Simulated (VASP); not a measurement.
# ZnO (zincite) (P6_3mc) in VASP: further runs

One crystal, ZnO (zincite), is run at these levels: PBE, PBEsol, LDA; tasks: relaxation of cell and atoms.

Everything below comes from runs of VASP 6.6.1. Logs are shortened: lines on timing, memory, paths and dates and some standing lists are left out, and cuts for length are marked.

### Step 1. The crystal as given

Symmetry: P6_3mc, No. 186, hexagonal system. The conventional cell has a = 3.278 Å, b = 3.278 Å, c = 5.277 Å, α = 90.00°, β = 90.00°, γ = 120.00°. Around Zn (site symmetry 3m) lie 4 O at 2.00 Å. O (site symmetry 3m) is surrounded by 4 Zn at 2.00 Å.

### Step 2. Relaxation of cell and atoms, PBE

INCAR reads:

```
PREC = Accurate ; ENCUT = 300
EDIFF = 1E-7 ; ISMEAR = 0
SIGMA = 0.03 ; LREAL = False
LASPH = True ; NELM = 80
ALGO = Normal ; ISIF = 3
LWAVE = False ; LCHARG = False
GGA = PE ; IBRION = 2
NSW = 90 ; EDIFFG = -0.005
```

KPOINTS reads:

```
regular mesh
0
Gamma
  5 5 3
```

POSCAR reads:

```
ZnO                                     
1.0
    3.2778394342     -0.0000000000      0.0000000000
   -1.6389197171      2.8386922195     -0.0000000000
    0.0000000000     -0.0000000000      5.2767515980
  Zn              O             
     2     2
Direct
     0.3333333332999970    0.6666666667000030    0.4995816477996189
     0.6666666667000030    0.3333333332999970    0.9995816477996189
     0.6666666667000030    0.3333333332999970    0.3794283522003820
     0.3333333332999970    0.6666666667000030    0.8794283522003821
```

Potentials or basis: VASP PAW PBE potentials, release 64 (Zn, O_s).

On the command line:

```sh
> cat potpaw_PBE.64/Zn/POTCAR potpaw_PBE.64/O_s/POTCAR > POTCAR
> mpirun -np 1 vasp_std > vasp.out
```

OUTCAR:

```text
PREC = Accurate
   ENCUT = 300
   EDIFF = 1E-7
   ISMEAR = 0
   LREAL = False
   LASPH = True
   NELM = 80
   ISIF = 3
   GGA = PE
   IBRION = 2
   NSW = 90
   EDIFFG = -0.005

 ion  position               nearest neighbor table
   1  0.333  0.667  0.500-   3 2.00   3 2.00   3 2.00   4 2.00
   2  0.667  0.333  1.000-   4 2.00   4 2.00   4 2.00   3 2.00
   3  0.667  0.333  0.379-   1 2.00   1 2.00   1 2.00   2 2.00
   4  0.333  0.667  0.879-   2 2.00   2 2.00   2 2.00   1 2.00

  LATTYP: Found a hexagonal cell.
 ALAT       =     3.2778394342
 C/A-ratio  =     1.6098261382

  Lattice vectors:

 A1 = (   3.2778394342,   0.0000000000,   0.0000000000)
 A2 = (  -1.6389197171,   2.8386922195,   0.0000000000)
 A3 = (   0.0000000000,   0.0000000000,   5.2767515980)

Analysis of symmetry for initial positions (statically):
=====================================================================
 Subroutine PRICEL returns:
 Original cell was already a primitive cell.

 Routine SETGRP: Setting up the symmetry group for a
 hexagonal supercell.

 Subroutine GETGRP returns: Found 12 space group operations
 (whereof  6 operations were pure point group operations)
 out of a pool of 24 trial point group operations.

The static configuration has the point symmetry C_3v.
 The point group associated with its full space group is C_6v.

Analysis of symmetry for dynamics (positions and initial velocities):
=====================================================================
 Subroutine PRICEL returns:
 Original cell was already a primitive cell.

 Routine SETGRP: Setting up the symmetry group for a
 hexagonal supercell.

 Subroutine GETGRP returns: Found 12 space group operations
 (whereof  6 operations were pure point group operations)
 out of a pool of 24 trial point group operations.

The dynamic configuration has the point symmetry C_3v.
 The point group associated with its full space group is C_6v.

 Subroutine INISYM returns: Found 12 space group operations
 (whereof  6 operations are pure point group operations),
 and found     1 'primitive' translations

----------------------------------------------------------------------------------------

                                     Primitive cell

  volume of cell :      49.0990

[... 66 lines left out ...]
   NGXF,Y,Z  is equivalent  to a cutoff of  20.29, 20.29, 18.90 a.u.
 SYSTEM =  unknown system
   PREC   = accura    normal or accurate (medium, high low for compatibility)
   ISTART =      0    job   : 0-new  1-cont  2-samecut
   ICHARG =      2    charge: 1-file 2-atom 10-const
   ISPIN  =      1    spin polarized calculation?
   LNONCOLLINEAR =      F non collinear calculations
   LSORBIT =      F    spin-orbit coupling
   LASPH  =      T    aspherical Exc in radial PAW
   ENCUT  =  300.0 eV  22.05 Ry    4.70 a.u.   4.63  4.63  7.45*2*pi/ulx,y,z
   NELM   =     80;   NELMIN=  2; NELMDL= -5     # of ELM steps
   EDIFF  = 0.1E-06   stopping-criterion for ELM
   LREAL  =      F    real-space projection
   EDIFFG = -.5E-02   stopping-criterion for IOM
   NSW    =     90    number of steps for IOM
   IBRION =      2    ionic relax: 0-MD 1-quasi-New 2-CG
   NFREE  =      1    steps in history (QN), initial steepest desc. (CG)
   ISIF   =      3    stress and relaxation
   ISYM   =      2    0-nonsym 1-usesym 2-fastsym
   POTIM  = 0.5000    time-step for ionic-motion
   TEBEG  =    0.0;   TEEND  =   0.0 temperature during run
   PSTRESS=    0.0 pullay stress
   NELECT =      36.0000    total number of electrons
   NUPDOWN=      -1.0000    fix difference up-down
   EMIN   =  10.00;   EMAX   =-10.00  energy-range for DOS
   EFERMI =   0.00;   METHOD = LEGACY
   ISMEAR =     0;   SIGMA  =   0.03  broadening in eV -4-tet -1-fermi 0-gaus
   EFERMI_NEDOS =   21; number of points for ismear=-14 and -15
   IALGO  =     38    algorithm
   IMIX   =      4    mixing-type and parameters
     AMIX     =   0.40;   BMIX     =  1.00
     AMIX_MAG =   1.60;   BMIX_MAG =  1.00
  volume/ion in A,a.u.               =      12.27        82.83
  Fermi-wavevector in a.u.,A,eV,Ry     =   1.476221  2.789654 29.650213  2.179229
  Thomas-Fermi vector in A             =   2.590775
   LORBIT       =      0    0 simple, 1 ext, 2 COOP (PROOUT), +10 PAW based schemes
   GGA     = PE    functional components
   LHFCALC =     F    Hartree Fock is set to
   AEXX    =    0.0000 exact exchange contribution
   IVDW    =     0    specifies the selected vdW correction
   LEPSILON=     F    determine dielectric tensor
   LRPA    =     F    only Hartree local field effects (RPA)
 conjugate gradient relaxation of ions
 non-spin polarized calculation
 Gauss-broadening in eV      SIGMA  =   0.03
  energy-cutoff  :      300.00
  volume of cell :       49.10
 maximum number of plane-waves:       587
 NGX is ok and might be reduce to    20
   NGX =  9   NGY =  9   NGZ = 15

--------------------------------------- Ionic step        1  -------------------------------------------

 number of electron      35.9999863 magnetization

 Free energy of the ion-electron system (eV)
  ---------------------------------------------------
  ext. energy  EPLUGINS =         0.00000000
  ---------------------------------------------------
  free energy    TOTEN  =       -17.84371255 eV

  energy without entropy =      -17.84371255  energy(sigma->0) =      -17.84371255

------------------------ aborting loop because EDIFF is reached ----------------------------------------

  FORCE on cell =-STRESS in cart. coord.  units (eV):
  Direction    XX          YY          ZZ          XY          YZ          ZX
  --------------------------------------------------------------------------------------
  -------------------------------------------------------------------------------------
  Total        0.1294514      0.1294514      0.1760313      0.0000000      0.0000000      0.0000000
  in kB        4.2242037      4.2242037      5.7441785      0.0000000      0.0000000      0.0000000
  external PRESSURE =       4.7308620 kB  Pullay stress =       0.0000000 kB
[... 177 lines left out ...]
--------------------------------------- Ionic step        6  -------------------------------------------

 number of electron      35.9999855 magnetization

 Free energy of the ion-electron system (eV)
  ---------------------------------------------------
  ext. energy  EPLUGINS =         0.00000000
  ---------------------------------------------------
  free energy    TOTEN  =       -17.84398318 eV

  energy without entropy =      -17.84398318  energy(sigma->0) =      -17.84398318

 E-fermi :   1.3026     XC(G=0): -10.7338

 val. band max:        1.1464103624   @ k =   0.0000   0.0000   0.0000
 cond. band min:       1.8680104667   @ k =   0.0000   0.0000   0.0000
 fundamental gap:      0.7216001043
 Fermi energy:         1.3026217922

 k-point     1 :       0.0000    0.0000    0.0000
  band No.  band energies     occupation
      1     -16.6807      2.00000
      2     -16.0071      2.00000
      3      -4.3837      2.00000
      4      -4.3837      2.00000
      5      -4.3424      2.00000
      6      -4.2520      2.00000
[... 270 lines left out ...]
  FREE ENERGIE OF THE ION-ELECTRON SYSTEM (eV)
  ---------------------------------------------------
  free  energy   TOTEN  =       -17.8439831811 eV

  energy  without entropy=      -17.8439831811  energy(sigma->0) =      -17.84398318

 reached required accuracy - stopping structural energy minimisation
```

CONTCAR:

```text
ZnO
   1.00000000000000
     3.2792875482002093    0.0000000000000000    0.0000000000000000
    -1.6396437741001046    2.8399463230116999    0.0000000000000000
     0.0000000000000000    0.0000000000000000    5.2881880982214513
  Zn              O
     2     2
Direct
     0.3333333332999970    0.6666666667000030    0.4999111560273977
     0.6666666667000030    0.3333333332999970    0.9999111560273976
     0.6666666667000030    0.3333333332999970    0.3790988439726033
     0.3333333332999970    0.6666666667000030    0.8790988439726034

  0.00000000E+00  0.00000000E+00  0.00000000E+00
  0.00000000E+00  0.00000000E+00  0.00000000E+00
  0.00000000E+00  0.00000000E+00  0.00000000E+00
  0.00000000E+00  0.00000000E+00  0.00000000E+00
```

Wall time 26 s (1 thread of Intel Xeon Platinum 8488C (Sapphire Rapids), shared host); peak memory 0.13 GiB.

These settings aren't checked as converged: the numbers below hold their error.

Results:

```
Free energy                            : -17.8440 eV
Relaxed volume                         : 12.31 Å³/atom
Relaxed cell                           : a = 3.279 Å, b = 3.279 Å, c = 5.288 Å, α = 90.00°, β = 90.00°, γ = 120.00°
Space group after relaxing (to 0.05 Å) : P6_3mc (No. 186)
Energy gained by relaxing              : 0.1 meV/atom
Ionic steps                            : 6
Band gap on the k mesh                 : 0.72 eV, direct
```

Caveat: the k mesh is coarse (spacing up to 0.44 Å⁻¹), so the values aren't converged; the cutoff is under 1.25 times the usual one of these potentials, so pressure, stress and relaxed cells hold a basis-set (Pulay) error.

### Step 3. Relaxation of cell and atoms, PBEsol

This run uses another cell than the first one, of 11.90 Å³/atom, 0.969 times its volume.

INCAR reads:

```
SYSTEM = ZnO
PREC = Accurate
ENCUT = 600
EDIFF = 1E-6
ISMEAR = 0
SIGMA = 0.03
LREAL = .False.
LASPH = .True.
NELM = 80
ALGO = Normal
ISIF = 3
LWAVE = .False.
LCHARG = .False.
GGA = PS
IBRION = 2
NSW = 90
EDIFFG = -0.01
KPAR = 2
```

KPOINTS reads:

```
regular mesh
0
Gamma
  9 9 5
  0 0 0
```

POSCAR reads:

```
ZnO
1.0
    3.2493080000      0.0000000000      0.0000000000
   -1.6246540000      2.8139832727      0.0000000000
    0.0000000000      0.0000000000      5.2057090000
Zn O
2 2
Direct
    0.3333333333      0.6666666667      0.5000000000
    0.6666666667      0.3333333333      0.0000000000
    0.6666666667      0.3333333333      0.3790100000
    0.3333333333      0.6666666667      0.8790100000
```

Potentials or basis: VASP PAW PBE potentials, release 64 (Zn, O).

On the command line:

```sh
> cat potpaw_PBE.64/Zn/POTCAR potpaw_PBE.64/O/POTCAR > POTCAR
> mpirun -np 2 vasp_std > vasp.out
```

Wall time 79 s (2 MPI ranks of Intel Xeon Platinum 8375C at 2.90GHz (Ice Lake), shared host); peak memory 0.2 GiB.

The run converged. Its results:

| Item | Value |
| --- | --- |
| Free energy | -19.4156 eV |
| Relaxed volume | 11.84 Å³/atom |
| Relaxed cell | a = 3.236 Å, b = 3.236 Å, c = 5.222 Å, α = 90.00°, β = 90.00°, γ = 120.00° |
| Space group after relaxing (to 0.05 Å) | P6_3mc (No. 186) |
| Energy gained by relaxing | 0.4 meV/atom |
| Ionic steps | 8 |
| Pressure after relaxing | 0.0 GPa |
| Band gap on the k mesh | 0.68 eV, direct |

The path:
```
step  energy change (eV)  largest force (eV/Å)  pressure (GPa)  volume (Å³)
   1              0.0000                0.0651           -0.66        47.60
   2             -0.0014                0.0326            0.43        47.26
   3             -0.0016                0.0060            0.06        47.35
   4             -0.0016                0.0081            0.18        47.34
   5             -0.0017                0.0182           -0.09        47.40
   6             -0.0017                0.0143           -0.05        47.38
   7             -0.0017                0.0104            0.00        47.37
   8             -0.0017                0.0004            0.04        47.36
```

Final structure:
```cif
data_structure
_symmetry_space_group_name_H-M 'P 1'
_symmetry_Int_Tables_number 1
_cell_length_a 3.2361
_cell_length_b 3.2361
_cell_length_c 5.2217
_cell_angle_alpha 90.000
_cell_angle_beta 90.000
_cell_angle_gamma 120.000
_cell_volume 47.36
loop_
_atom_site_label
_atom_site_type_symbol
_atom_site_fract_x
_atom_site_fract_y
_atom_site_fract_z
_atom_site_occupancy
Zn1 Zn 0.33333 0.66667 0.49998 1
Zn2 Zn 0.66667 0.33333 0.99998 1
O1 O 0.66667 0.33333 0.37903 1
O2 O 0.33333 0.66667 0.87903 1
```

Levels at points of the mesh, in eV from the valence-band top:
```csv
k point,band 15,band 16,band 17,band 18,band 19,band 20,band 21,band 22
"(0.00, 0.00, 0.00)",-0.81,-0.09,0.00,0.00,0.68,5.14,8.09,12.80
```

Caveat: the PAW data sets were made with another functional, which shifts forces and pressure a little.

(Continued in part 2 of 2.)
